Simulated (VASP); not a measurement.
# NaF (Villiaumite): Na into a neighbouring Na vacancy, part 4 of 5

Wanted: the minimum-energy path in NaF (Villiaumite) for this move: Na into a neighbouring Na vacancy. The start is a cell from a database of measured crystal structures.

VASP 6.6.1; PBEsol; plane waves and PAW (Na, F).

So far. Step 4 (Relax the start): The run ended after 10 ionic steps, 0.674 eV below its first step, once the forces on the free atoms met EDIFFG = -0.05. Step 5 (Relax the end): The run ended after 9 ionic steps, 0.739 eV below its first step, once the forces on the free atoms met EDIFFG = -0.05.

## Step 6: Nudged elastic band

Images on a straight line between the ends relax across the path, while springs keep them spaced along it.

This cell carries charge -1, set by NELECT and balanced by a uniform background.

File INCAR:

```
SYSTEM = Na26F27
PREC = Normal
ENCUT = 400
EDIFF = 1E-05
NELM = 120
ISMEAR = 0
SIGMA = 0.05
LREAL = Auto
ALGO = Fast
GGA = PS
NELECT = 216
NBANDS = 150
LWAVE = .FALSE.
LCHARG = .FALSE.
NCORE = 2
IMAGES = 3
SPRING = -5
IBRION = 1
POTIM = 0.3
NSW = 50
EDIFFG = -0.05
ISYM = 0
ISIF = 0
```

File POSCAR:

```
Na26F27
1.0
    0.0000000000      6.8246634078      6.8246634078
    6.8246634078      0.0000000000      6.8246634078
    6.8246634078      6.8246634078      0.0000000000
Na F
26 27
Direct
    0.0003820897      0.9997264984      0.3252118745
    0.9993895305      0.9997560554      0.6744692349
    0.9994232834      0.3252252182      0.0003550642
    0.9988828800      0.3333949163      0.3339336895
    0.9984390163      0.3251888918      0.6753656490
    0.9997847936      0.6747844990      0.0001690621
    0.9991637060      0.6749084193      0.3258927515
    0.0000273822      0.6658885089      0.6670505578
    0.3251923174      0.9997220250      0.9998659502
    0.3336863679      0.9990410263      0.3335906572
    0.3244120632      0.0007478645      0.6742347398
    0.3324124287      0.3333053605      0.0004528402
    0.3319761296      0.3340579374      0.3339586066
    0.3332068688      0.3346171400      0.6662575307
    0.3251512074      0.6746307436      0.0000728073
    0.3342315903      0.6648617788      0.3349608434
    0.3341220949      0.6653407034      0.6661434181
    0.6737283755      0.9992119137      0.0002134147
    0.6738384465      0.0000109798      0.3259634659
    0.6662001091      0.9999758427      0.6663101311
    0.6739442991      0.3245717011      0.0004967509
    0.6647151554      0.3341408992      0.3349990323
    0.6641952807      0.3340163834      0.6661310168
    0.6662423078      0.6651541352      0.0014657471
    0.6650822477      0.6649221839      0.3357797020
    0.6658015595      0.6662706123      0.6674149005
    0.1671734185      0.1664652910      0.1670294436
    0.1661083323      0.1674583832      0.4985358889
    0.1757201149      0.1771618496      0.8231762008
    0.1657585302      0.4993747544      0.1677374532
    0.1652032608      0.5001964840      0.5007414849
    0.1656095082      0.4999983156      0.8344155132
    0.1770779750      0.8227241024      0.1770805590
    0.1665674487      0.8331842665      0.5002988544
    0.1765232077      0.8233405136      0.8230673474
    0.4982114892      0.1666443083      0.1676360285
    0.4986606851      0.1669281976      0.5002409780
    0.4990992167      0.1657981699      0.8340844866
    0.4995872583      0.4994178004      0.1668443638
    0.4992880842      0.4997009054      0.5007469567
    0.4991192623      0.4995855239      0.8345198641
    0.4999552662      0.8325758125      0.1667502822
    0.4997539584      0.8336355571      0.5005816306
    0.5009848391      0.8328027055      0.8329964234
    0.8227108309      0.1765063984      0.1773222655
    0.8330615087      0.1659595093      0.5000842616
    0.8219869245      0.1761746909      0.8234854087
    0.8334289935      0.4992117056      0.1674153251
    0.8324700353      0.4995048232      0.5013439666
    0.8320058917      0.5006101218      0.8337058640
    0.8222613262      0.8230485256      0.1776401571
    0.8327833959      0.8326948783      0.5013977077
    0.8328791796      0.8320393437      0.8333324804
```

File KPOINTS:

```
Automatic mesh
0
Gamma
2 2 2
0 0 0
```

File 00/POSCAR:

```
Na26F27
1.0
    0.0000000000      6.8246634078      6.8246634078
    6.8246634078      0.0000000000      6.8246634078
    6.8246634078      6.8246634078      0.0000000000
Na F
26 27
Direct
    0.0003820897      0.9997264984      0.3252118745
    0.9993895305      0.9997560554      0.6744692349
    0.9994232834      0.3252252182      0.0003550642
    0.9988828800      0.3333949163      0.3339336895
    0.9984390163      0.3251888918      0.6753656490
    0.9997847936      0.6747844990      0.0001690621
    0.9991637060      0.6749084193      0.3258927515
    0.0000273822      0.6658885089      0.6670505578
    0.3251923174      0.9997220250      0.9998659502
    0.3336863679      0.9990410263      0.3335906572
    0.3244120632      0.0007478645      0.6742347398
    0.3324124287      0.3333053605      0.0004528402
    0.3319761296      0.3340579374      0.3339586066
    0.3332068688      0.3346171400      0.6662575307
    0.3251512074      0.6746307436      0.0000728073
    0.3342315903      0.6648617788      0.3349608434
    0.3341220949      0.6653407034      0.6661434181
    0.6737283755      0.9992119137      0.0002134147
    0.6738384465      0.0000109798      0.3259634659
    0.6662001091      0.9999758427      0.6663101311
    0.6739442991      0.3245717011      0.0004967509
    0.6647151554      0.3341408992      0.3349990323
    0.6641952807      0.3340163834      0.6661310168
    0.6662423078      0.6651541352      0.0014657471
    0.6650822477      0.6649221839      0.3357797020
    0.6658015595      0.6662706123      0.6674149005
    0.1671734185      0.1664652910      0.1670294436
    0.1661083323      0.1674583832      0.4985358889
    0.1757201149      0.1771618496      0.8231762008
    0.1657585302      0.4993747544      0.1677374532
    0.1652032608      0.5001964840      0.5007414849
    0.1656095082      0.4999983156      0.8344155132
    0.1770779750      0.8227241024      0.1770805590
    0.1665674487      0.8331842665      0.5002988544
    0.1765232077      0.8233405136      0.8230673474
    0.4982114892      0.1666443083      0.1676360285
    0.4986606851      0.1669281976      0.5002409780
    0.4990992167      0.1657981699      0.8340844866
    0.4995872583      0.4994178004      0.1668443638
    0.4992880842      0.4997009054      0.5007469567
    0.4991192623      0.4995855239      0.8345198641
    0.4999552662      0.8325758125      0.1667502822
    0.4997539584      0.8336355571      0.5005816306
    0.5009848391      0.8328027055      0.8329964234
    0.8227108309      0.1765063984      0.1773222655
    0.8330615087      0.1659595093      0.5000842616
    0.8219869245      0.1761746909      0.8234854087
    0.8334289935      0.4992117056      0.1674153251
    0.8324700353      0.4995048232      0.5013439666
    0.8320058917      0.5006101218      0.8337058640
    0.8222613262      0.8230485256      0.1776401571
    0.8327833959      0.8326948783      0.5013977077
    0.8328791796      0.8320393437      0.8333324804
```

File 01/POSCAR:

```
Na26F27
1.0
    0.0000000000      6.8246634078      6.8246634078
    6.8246634078      0.0000000000      6.8246634078
    6.8246634078      6.8246634078      0.0000000000
Na F
26 27
Direct
    0.0000913647      0.9999097836      0.2459899090
    0.9993379574      0.9998636070      0.6706587104
    0.9994288998      0.3253234455      0.0022988095
    0.9990096490      0.3313957001      0.3339450846
    0.9987418056      0.3271677740      0.6733852234
    0.9995376564      0.6727784118      0.0001676655
    0.9993666739      0.6745826233      0.3277337539
   -0.0002288533      0.6680590477      0.6650219272
    0.3250826930      0.9996795153      1.0021656213
    0.3314251578      0.9991441301      0.3336790335
    0.3266216019      0.0003777659      0.6725344560
    0.3327531661      0.3335330003      0.0000575656
    0.3323546231      0.3337545254      0.3336211458
    0.3330918771      0.3342794090      0.6665311811
    0.3272349137      0.6724359826     -0.0001543130
    0.3318259480      0.6671051650      0.3348132009
    0.3338219939      0.6655309879      0.6667338025
    0.6717689423      0.9994861569      0.0001928006
    0.6739129566     -0.0001033846      0.3277631687
    0.6680727661      0.9998780758      0.6644659558
    0.6715777673      0.3272086307      0.0002058096
    0.6669658695      0.3320477180      0.3347312663
    0.6642387903      0.3340409180      0.6668943264
    0.6660660007      0.6655206419      0.0012285478
    0.6652412443      0.6651475825      0.3354296334
    0.6656212988      0.6658100899      0.6675704544
    0.1695081225      0.1691707959      0.1644493359
    0.1662936036      0.1672205952      0.4990476728
    0.1734924422      0.1746157531      0.8256170894
    0.1658333802      0.4995841409      0.1674299712
    0.1655700322      0.4996931521      0.5006810916
    0.1655528070      0.5000781931      0.8342193629
    0.1768940641      0.8227691557      0.1720396659
    0.1688605459      0.8305939792      0.5029604110
    0.1736899603      0.8260756758      0.8257476262
    0.4986137559      0.1665026993      0.1673738186
    0.4987240806      0.1668915574      0.5002030219
    0.4991416768      0.1658845969      0.8340450098
    0.4994848268      0.4995670936      0.1669632988
    0.4992212404      0.4997227550      0.5008364255
    0.4991318801      0.4996847224      0.8343311316
    0.5000581463      0.8325562766      0.1668219104
    0.4995571904      0.8335711630      0.5004820699
    0.5005862322      0.8328683122      0.8331503931
    0.8224821130      0.1767387312      0.1721549633
    0.8302143689      0.1687476969      0.5028783414
    0.8247203872      0.1738774257      0.8260217493
    0.8331167994      0.4996274164      0.1672630235
    0.8326607496      0.4994064607      0.5010562043
    0.8322896225      0.5003837718      0.8337127632
    0.8248074407      0.8254432804      0.1748844752
    0.8301090214      0.8300049221      0.5037265708
    0.8326128904      0.8323687069      0.8336339542
```

File 02/POSCAR:

```
Na26F27
1.0
    0.0000000000      6.8246634078      6.8246634078
    6.8246634078      0.0000000000      6.8246634078
    6.8246634078      6.8246634078      0.0000000000
Na F
26 27
Direct
   -0.0001993603      1.0000930688      0.1667679436
    0.9992863844      0.9999711586      0.6668481859
    0.9994345162      0.3254216728      0.0042425547
    0.9991364180      0.3293964838      0.3339564796
    0.9990445948      0.3291466562      0.6714047977
    0.9992905192      0.6707723247      0.0001662689
    0.9995696418      0.6742568273      0.3295747562
   -0.0004850888      0.6702295865      0.6629932967
    0.3249730687      0.9996370056      1.0044652924
    0.3291639476      0.9992472338      0.3337674097
    0.3288311406      0.0000076673      0.6708341722
    0.3330939034      0.3337606400     -0.0003377090
    0.3327331166      0.3334511133      0.3332836850
    0.3329768854      0.3339416781      0.6668048314
    0.3293186201      0.6702412216     -0.0003814333
    0.3294203058      0.6693485512      0.3346655584
    0.3335218930      0.6657212724      0.6673241870
    0.6698095092      0.9997604000      0.0001721865
    0.6739874667     -0.0002177491      0.3295628715
    0.6699454230      0.9997803088      0.6626217805
    0.6692112354      0.3298455603     -0.0000851318
    0.6692165836      0.3299545368      0.3344635003
    0.6642822999      0.3340654526      0.6676576359
    0.6658896937      0.6658871486      0.0009913484
    0.6654002409      0.6653729811      0.3350795648
    0.6654410380      0.6653495676      0.6677260084
    0.1718428265      0.1718763008      0.1618692282
    0.1664788748      0.1669828072      0.4995594566
    0.1712647696      0.1720696567      0.8280579779
    0.1659082302      0.4997935274      0.1671224891
    0.1659368036      0.4991898202      0.5006206983
    0.1654961059      0.5001580707      0.8340232126
    0.1767101532      0.8228142090      0.1669987728
    0.1711536431      0.8280036920      0.5056219675
    0.1708567129      0.8288108380      0.8284279050
    0.4990160226      0.1663610904      0.1671116087
    0.4987874760      0.1668549171      0.5001650658
    0.4991841368      0.1659710238      0.8340055329
    0.4993823954      0.4997163868      0.1670822337
    0.4991543965      0.4997446045      0.5009258942
    0.4991444980      0.4997839210      0.8341423992
    0.5001610264      0.8325367407      0.1668935386
    0.4993604224      0.8335067690      0.5003825092
    0.5001876252      0.8329339190      0.8333043628
    0.8222533952      0.1769710641      0.1669876612
    0.8273672291      0.1715358844      0.5056724212
    0.8274538498      0.1715801605      0.8285580898
    0.8328046054      0.5000431272      0.1671107219
    0.8328514640      0.4993080982      0.5007684420
    0.8325733532      0.5001574218      0.8337196623
    0.8273535552      0.8278380353      0.1721287932
    0.8274346470      0.8273149658      0.5060554339
    0.8323466012      0.8326980702      0.8339354279
```

File 03/POSCAR:

```
Na26F27
1.0
    0.0000000000      6.8246634078      6.8246634078
    6.8246634078      0.0000000000      6.8246634078
    6.8246634078      6.8246634078      0.0000000000
Na F
26 27
Direct
   -0.0004900853      1.0002763539      0.0875459781
    0.9992348114      1.0000787102      0.6630376614
    0.9994401325      0.3255199002      0.0061863000
    0.9992631871      0.3273972676      0.3339678746
    0.9993473840      0.3311255385      0.6694243721
    0.9990433819      0.6687662376      0.0001648723
    0.9997726096      0.6739310313      0.3314157586
   -0.0007413244      0.6724001253      0.6609646661
    0.3248634444      0.9995944960      1.0067649634
    0.3269027375      0.9993503376      0.3338557860
    0.3310406794     -0.0003624312      0.6691338883
    0.3334346408      0.3339882798     -0.0007329837
    0.3331116100      0.3331477012      0.3329462241
    0.3328618937      0.3336039472      0.6670784817
    0.3314023264      0.6680464605     -0.0006085537
    0.3270146635      0.6715919375      0.3345179160
    0.3332217920      0.6659115568      0.6679145714
    0.6678500760      1.0000346432      0.0001515724
    0.6740619768     -0.0003321135      0.3313625743
    0.6718180800      0.9996825418      0.6607776051
    0.6668447036      0.3324824899     -0.0003760731
    0.6714672977      0.3278613556      0.3341957343
    0.6643258095      0.3340899872      0.6684209454
    0.6657133866      0.6662536554      0.0007541491
    0.6655592376      0.6655983797      0.3347294961
    0.6652607772      0.6648890452      0.6678815623
    0.1741775305      0.1745818057      0.1592891206
    0.1666641460      0.1667450191      0.5000712405
    0.1690370970      0.1695235602      0.8304988664
    0.1659830802      0.5000029138      0.1668150070
    0.1663035750      0.4986864884      0.5005603050
    0.1654394047      0.5002379482      0.8338270622
    0.1765262423      0.8228592623      0.1619578797
    0.1734467403      0.8254134048      0.5082835240
    0.1680234655      0.8315460002      0.8311081839
    0.4994182894      0.1662194814      0.1668493988
    0.4988508715      0.1668182768      0.5001271097
    0.4992265968      0.1660574508      0.8339660560
    0.4992799639      0.4998656799      0.1672011686
    0.4990875526      0.4997664540      0.5010153630
    0.4991571158      0.4998831196      0.8339536667
    0.5002639064      0.8325172049      0.1669651669
    0.4991636544      0.8334423749      0.5002829484
    0.4997890183      0.8329995257      0.8334583325
    0.8220246773      0.1772033969      0.1618203590
    0.8245200893      0.1743240720      0.5084665010
    0.8301873124      0.1692828952      0.8310944304
    0.8324924113      0.5004588381      0.1669584203
    0.8330421783      0.4992097356      0.5004806796
    0.8328570840      0.4999310718      0.8337265614
    0.8298996697      0.8302327902      0.1693731113
    0.8247602725      0.8246250096      0.5083842970
    0.8320803119      0.8330274334      0.8342369016
```

File 04/POSCAR:

```
Na26F27
1.0
    0.0000000000      6.8246634078      6.8246634078
    6.8246634078      0.0000000000      6.8246634078
    6.8246634078      6.8246634078      0.0000000000
Na F
26 27
Direct
   -0.0007808103      1.0004596391      0.0083240127
    0.9991832383      1.0001862618      0.6592271369
    0.9994457489      0.3256181275      0.0081300453
    0.9993899561      0.3253980514      0.3339792697
    0.9996501733      0.3331044207      0.6674439465
    0.9987962447      0.6667601504      0.0001634757
    0.9999755775      0.6736052353      0.3332567609
   -0.0009975599      0.6745706641      0.6589360355
    0.3247538200      0.9995519863      1.0090646345
    0.3246415274      0.9994534414      0.3339441623
    0.3332502181     -0.0007325298      0.6674336045
    0.3337753782      0.3342159196     -0.0011282583
    0.3334901035      0.3328442892      0.3326087633
    0.3327469020      0.3332662162      0.6673521321
    0.3334860328      0.6658516995     -0.0008356740
    0.3246090212      0.6738353237      0.3343702735
    0.3329216910      0.6661018413      0.6685049558
    0.6658906428      1.0003088864      0.0001309583
    0.6741364869     -0.0004464780      0.3331622771
    0.6736907369      0.9995847749      0.6589334298
    0.6644781718      0.3351194195     -0.0006670145
    0.6737180118      0.3257681744      0.3339279683
    0.6643693191      0.3341145218      0.6691842550
    0.6655370795      0.6666201621      0.0005169498
    0.6657182342      0.6658237783      0.3343794275
    0.6650805165      0.6644285229      0.6680371162
    0.1765122345      0.1772873106      0.1567090129
    0.1668494173      0.1665072311      0.5005830243
    0.1668094243      0.1669774637      0.8329397550
    0.1660579302      0.5002123003      0.1665075250
    0.1666703464      0.4981831565      0.5004999117
    0.1653827035      0.5003178257      0.8336309119
    0.1763423314      0.8229043156      0.1569169866
    0.1757398375      0.8228231175      0.5109450806
    0.1651902181      0.8342811624      0.8337884627
    0.4998205561      0.1660778724      0.1665871889
    0.4989142670      0.1667816366      0.5000891536
    0.4992690569      0.1661438778      0.8339265792
    0.4991775324      0.5000149731      0.1673201036
    0.4990207088      0.4997883036      0.5011048318
    0.4991697336      0.4999823181      0.8337649342
    0.5003667865      0.8324976690      0.1670367951
    0.4989668864      0.8333779808      0.5001833877
    0.4993904114      0.8330651324      0.8336123022
    0.8217959594      0.1774357298      0.1566530568
    0.8216729495      0.1771122596      0.5112605808
    0.8329207751      0.1669856300      0.8336307710
    0.8321802172      0.5008745489      0.1668061187
    0.8332328927      0.4991113731      0.5001929173
    0.8331408148      0.4997047218      0.8337334606
    0.8324457842      0.8326275450      0.1666174293
    0.8220858981      0.8219350534      0.5107131601
    0.8318140227      0.8333567966      0.8345383754
```

Potentials, in the order of the species: Na and F (PBE family, release 64).

The run is started by

```
$ mpirun -np 6 vasp_std
```

The log of the run:

```text
[banner, memory and clock lines left out]
running    6 mpi-ranks, on    1 nodes
 each image running on    2 cores
[...]
01/POSCAR found :  2 types and      53 ions
 [... a notice as in an earlier step ...]

 LDA part: xc-table for (Slater+PW92), standard interpolation
[...]
00/POSCAR found :  2 types and      53 ions
[...]
04/POSCAR found :  2 types and      53 ions
 POSCAR, INCAR and KPOINTS ok, starting setup
[...]
entering main loop
       N       E                     dE             d eps       ncg     rms          rms(c)
DAV:   1     0.175966205199E+04    0.17597E+04   -0.87367E+04  2520   0.103E+03
DAV:   2    -0.627780569696E+02   -0.18224E+04   -0.17821E+04  2808   0.307E+02
DAV:   3    -0.250062187287E+03   -0.18728E+03   -0.18543E+03  2768   0.106E+02
DAV:   4    -0.254718641873E+03   -0.46565E+01   -0.46393E+01  2800   0.198E+01
DAV:   5    -0.254839075062E+03   -0.12043E+00   -0.12030E+00  2938   0.303E+00BRMIX: very serious problems
 the old and the new charge density differ
 old charge density:   215.00000 new  215.99997
BRMIX: very serious problems
 the old and the new charge density differ
 old charge density:   215.00000 new  215.99988
BRMIX: very serious problems
 the old and the new charge density differ
 old charge density:   215.00000 new  215.99989
    0.248E+01
RMM:   6    -0.234228004663E+03    0.20611E+02   -0.65514E+01  2400   0.194E+01    0.866E+00
RMM:   7    -0.234085777850E+03    0.14223E+00   -0.40800E+00  2403   0.438E+00    0.606E+00
RMM:   8    -0.233957303062E+03    0.12847E+00   -0.96514E-01  2400   0.346E+00    0.848E-01
RMM:   9    -0.233966316672E+03   -0.90136E-02   -0.22233E-01  2400   0.121E+00    0.467E-01
RMM:  10    -0.233979132812E+03   -0.12816E-01   -0.11168E-01  2447   0.706E-01    0.388E-01
RMM:  11    -0.233979330495E+03   -0.19768E-03   -0.13129E-02  2400   0.318E-01    0.288E-02
RMM:  12    -0.233979857713E+03   -0.52722E-03   -0.43797E-03  2414   0.157E-01    0.475E-02
RMM:  13    -0.233979972272E+03   -0.11456E-03   -0.15384E-03  2571   0.830E-02    0.532E-02
RMM:  14    -0.233979950298E+03    0.21974E-04   -0.22577E-04  2398   0.343E-02    0.168E-02
RMM:  15    -0.233979948291E+03    0.20065E-05   -0.51170E-05  2022   0.181E-02
   1 F= -.23397995E+03 E0= -.23397995E+03  d E =-.233980E+03
[... from here on, the cycles between the ionic steps are left out ...]
   2 F= -.23422412E+03 E0= -.23422412E+03  d E =-.244177E+00
   3 F= -.23434919E+03 E0= -.23434919E+03  d E =-.125061E+00
   4 F= -.23443006E+03 E0= -.23443006E+03  d E =-.808787E-01
   5 F= -.23445923E+03 E0= -.23445923E+03  d E =-.291702E-01
   6 F= -.23449068E+03 E0= -.23449068E+03  d E =-.314490E-01
   7 F= -.23450267E+03 E0= -.23450267E+03  d E =-.119862E-01
   8 F= -.23451624E+03 E0= -.23451624E+03  d E =-.135750E-01
   9 F= -.23452336E+03 E0= -.23452336E+03  d E =-.711962E-02
  10 F= -.23452852E+03 E0= -.23452852E+03  d E =-.516083E-02
  11 F= -.23453288E+03 E0= -.23453288E+03  d E =-.435154E-02
  12 F= -.23453545E+03 E0= -.23453545E+03  d E =-.256865E-02
 BRION: g(F)=  0.265E-02 g(S)=  0.000E+00 retain N=  1 mean eig= 6.97
 eig:   6.967
 reached required accuracy - stopping structural energy minimisation
```

The job ended after 20 min (6 MPI ranks of AMD EPYC 7R43, shared host; peak memory 1.9 GiB; 2 h of CPU time).

(Continued in part 5 of 5.)

[Lines on the potential files, build, host, timing and source positions are cut from VASP's logs without a mark.]

[Logs are printed without paths, hosts, clocks, repeated set-up lines and the standing remarks that a program may print on its own settings, such as how far it seeks lower states.]

[Hosts, paths, dates, database ids (printed as entryN), source tags and the programs' standing remarks are cut or masked in the printed files.]

[Runs that stopped without an error message from VASP are left out.]
